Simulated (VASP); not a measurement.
Wanted: the native input for a VASP 6.6.1 run.

- Task: core levels
- Functional: PBEsol
- Potentials or basis: VASP PAW PBE potentials, release 64 (Al, Pt)
- Cutoff: 500 eV
- k mesh: 6 × 6 × 6
- Occupations: methfessel-paxton, width 0.1 eV
- Spin: no spin polarisation
- Further INCAR settings: ALGO = Normal; EDIFF = 1e-06

The structure of AlPt lies in POSCAR:

```
AlPt
1.0
    0.0000000000      4.8789320700      4.8789320700
    4.8789320700      0.0000000000      4.8789320700
    4.8789320700      4.8789320700      0.0000000000
Al Pt
8 8
Direct
    0.4220160500      0.4220160500      0.4220160500
    0.9220160500      0.9220160500      0.9220160500
    0.9220160500      0.4220160500      0.2339518500
    0.4220160500      0.9220160500      0.7339518500
    0.2339518500      0.9220160500      0.4220160500
    0.7339518500      0.4220160500      0.9220160500
    0.4220160500      0.2339518500      0.9220160500
    0.9220160500      0.7339518500      0.4220160500
    0.0775315300      0.0775315300      0.0775315300
    0.5775315300      0.5775315300      0.5775315300
    0.5775315300      0.0775315300      0.2674054100
    0.0775315300      0.5775315300      0.7674054100
    0.2674054100      0.5775315300      0.0775315300
    0.7674054100      0.0775315300      0.5775315300
    0.0775315300      0.2674054100      0.5775315300
    0.5775315300      0.7674054100      0.0775315300
```

The cell is a database's computed one.

These files were run (other wordings do the same):

INCAR

```
PREC = Accurate
ENCUT = 500
EDIFF = 1E-6
ISMEAR = 1
SIGMA = 0.1
LREAL = F
LASPH = T
NELM = 60
ALGO = Normal
ISIF = 2
LWAVE = F
LCHARG = F
GGA = PS
ICORELEVEL = 1
KPAR = 4
```

KPOINTS

```
Automatic mesh
0
Gamma
  6 6 6
```

Potentials or basis: VASP PAW PBE potentials, release 64 (Al, Pt).

Launch:

```sh
$ cat potpaw_PBE.64/Al/POTCAR potpaw_PBE.64/Pt/POTCAR > POTCAR
$ mpirun -np 4 vasp_std > vasp.out
```

It gave:

The pressure is -1.3 GPa and the largest force is 0.049 eV/Å. The band gap on the k mesh is none (metal or under the smearing width).

Caveat: the PAW data sets were made with another functional, which shifts forces and pressure a little.

Run time: 78 s on 4 MPI ranks on AMD EPYC 9R14 (Zen 4) (shared host), peak memory 0.42 GiB a rank.
